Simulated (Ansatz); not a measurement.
The following input was run with Ansatz 0.2.0.

```yaml
crystal:
  lattice:
    - [0.0, 3.344235576, 3.344235576]
    - [3.344235576, 0.0, 3.344235576]
    - [3.344235576, 3.344235576, 0.0]
  atoms:
    - { symbol: In, position: [0.0, 0.0, 0.0] }
    - { symbol: Sb, position: [0.75, 0.75, 0.75] }
basis:
  ecutwfc: 420
kpoints:
  mp_grid: { grid: [12, 12, 12] }
hamiltonian:
  xc: pbe
scf:
  occupations: { method: gaussian, width: 0.1 }
output:
  forces: true
  stress: true
  eigenvalues: true
```

It can be run as
```bash
ansatz run input.yaml --threads 1 --pin off --backend cpu --events-out ev --progress --plain --runs-dir out  # memory cap (--max-ram) not shown
```

Computed with DFT PBE, scalar-relativistic, plane waves, PAW in Ansatz.

Abridged output:

```
Pseudopotentials: kind: paw
Pseudopotential: In, paw, valence charge 13, recommended cutoff 420 eV (normal)
Pseudopotential: Sb, paw, valence charge 15, recommended cutoff 420 eV (normal)
Functional definition: PBE
Crystal: 2 atoms, lattice volume = 74.803 Å³
Basis set: ecut = 420 eV, 1459 PW (Γ), exchange–correlation on 64×64×64 points (8 copies of the dense FFT grid, shifted against one another)
Bands: 18, of which v1, the nominal top of the filled ones, is band 14 counted from 1 (13 counted from 0)
Symmetry: 24 space group operations
Space group: F-43m (ITA 216), of the structure as read, at distance tolerance 4.2e-5 Å
k-points: 72 of 1728 (time reversal used)
Initial density: superposition of atomic densities (neutral atoms: chi_scale 0, normalization atom), corrected by the library's trained network
Initial wavefunctions: pseudopotential atomic-orbital guess
Functional: x = pbe(κ = 0.804, μ = 0.21951497), c = pbe(β = 0.06672455)
SCF iter   1: F=—  HF=-12082.585505 eV  |F-HF|=—  |Δ(HF+E_count)|=         —  Δρ=1.54e-3  dr2=4.40e-3  ethr=1.77e-3  ⟨swp⟩=6.1  Hψ=6630  notcnv=0
SCF iter   2: F=—  HF=-12082.583077 eV  |F-HF|=—  |Δ(HF+E_count)|=   2.43e-3  Δρ=7.25e-4  dr2=5.04e-4  ethr=1.57e-5  ⟨swp⟩=2.0  Hψ=2543  notcnv=0
SCF iter   3: F=—  HF=-12082.583160 eV  |F-HF|=—  |Δ(HF+E_count)|=   8.24e-5  Δρ=2.25e-4  dr2=5.76e-5  ethr=1.80e-6  ⟨swp⟩=2.0  Hψ=1939  notcnv=0
SCF iter   4: F=—  HF=-12082.583251 eV  |F-HF|=—  |Δ(HF+E_count)|=   9.07e-5  Δρ=8.12e-5  dr2=4.82e-6  ethr=2.06e-7  ⟨swp⟩=2.0  Hψ=1585  notcnv=0
SCF iter   5: F=—  HF=-12082.583267 eV  |F-HF|=—  |Δ(HF+E_count)|=   1.60e-5  Δρ=3.86e-5  dr2=7.49e-7  ethr=1.72e-8  ⟨swp⟩=2.2  Hψ=2305  notcnv=0
SCF iter   6: F=—  HF=-12082.583266 eV  |F-HF|=—  |Δ(HF+E_count)|=   3.46e-7  Δρ=1.69e-5  dr2=1.34e-7  ethr=2.68e-9  ⟨swp⟩=3.0  Hψ=2665  notcnv=0
SCF iter   7: F=-12082.583266 eV  HF=-12082.583266 eV  |F-HF|=5.96e-9  |Δ(HF+E_count)|=   1.24e-8  Δρ=3.91e-6  dr2=7.17e-9  ethr=3.57e-10  ⟨swp⟩=5.8  Hψ=5965  notcnv=0
SCF 1 converged in 7 iterations: F = -12082.583266 eV  dr2 = 7.17e-9
SCF converged after 7 iterations
Free energy (F): -12082.583266 eV
Harris-Foulkes:  -12082.583266 eV  (|F-HF|=5.96e-9)
Internal energy: -12082.583109 eV  (E = F + TS)
E sigma→0 (E₀):  -12082.583188 eV
Entropy (-TS):   -0.000157 eV (-0.078 meV/atom)
Fermi energy:    6.289726 eV
--- Per-component energies (eV) ---
  E_band       = -287.904009
  E_kinetic    = 448.510277
  E_local      = -3318.941542  (includes V_loc(G=0)·N_el)
  E_nonlocal   = 729.574171
  E_hartree    = 1423.203569
  E_xc         = -352.767170
  E_vxc        = -194.222855  (∫ρ·V_xc dr)
  E_paw        = -8730.953934  (= ΣΔE_a)
  E_vpaw       = -799.227006  (= ΣTr[D̂ρ^β])
  E_aug_tail   = 0.000024  (compensation charges beyond the density's cutoff)
  E_ewald      = -2281.208506
  E_smearing   = -0.000157  (= −TS)
--- Forces (eV/Å), atoms counted from 1 ---
  atom   1  In     0.00000000     0.00000000     0.00000000
  atom   2  Sb     0.00000000     0.00000000     0.00000000
--- Stress (GPa, compression-positive) ---
       -0.833580       0.000000       0.000000
        0.000000      -0.833580       0.000000
        0.000000       0.000000      -0.833580
  P = ⅓ Tr σ = -0.8336 GPa (-8.336 kbar)
--- Band table (eV; the first three rows and the last of 72) ---
  k-point 0: bands = ["-22.2197", "-22.2197", "-22.2197", "-22.2088", "-22.2088", "-8.1971", "-8.1971", "-8.1971", "-8.1360", "-8.1360", "-3.9278", "5.5043", "6.2260", "6.2260", "6.2260", "9.2000", "9.2000", "9.2000"]
  k-point 1: bands = ["-22.2197", "-22.2196", "-22.2196", "-22.2088", "-22.2088", "-8.1992", "-8.1960", "-8.1960", "-8.1361", "-8.1361", "-3.8730", "4.7847", "6.1426", "6.1426", "6.6978", "9.2934", "9.3212", "9.3212"]
  k-point 2: bands = ["-22.2197", "-22.2195", "-22.2195", "-22.2087", "-22.2087", "-8.2051", "-8.1932", "-8.1932", "-8.1362", "-8.1362", "-3.7134", "3.7478", "5.9434", "5.9434", "6.9628", "9.6018", "9.6018", "9.7763"]
  k-point 71: bands = ["-22.2195", "-22.2194", "-22.2183", "-22.2088", "-22.2081", "-8.2441", "-8.1759", "-8.1677", "-8.1422", "-8.1348", "-2.2720", "0.7938", "3.7461", "3.8780", "9.3973", "10.1987", "10.2616", "11.1682"]
```

The calculation finished and met its thresholds.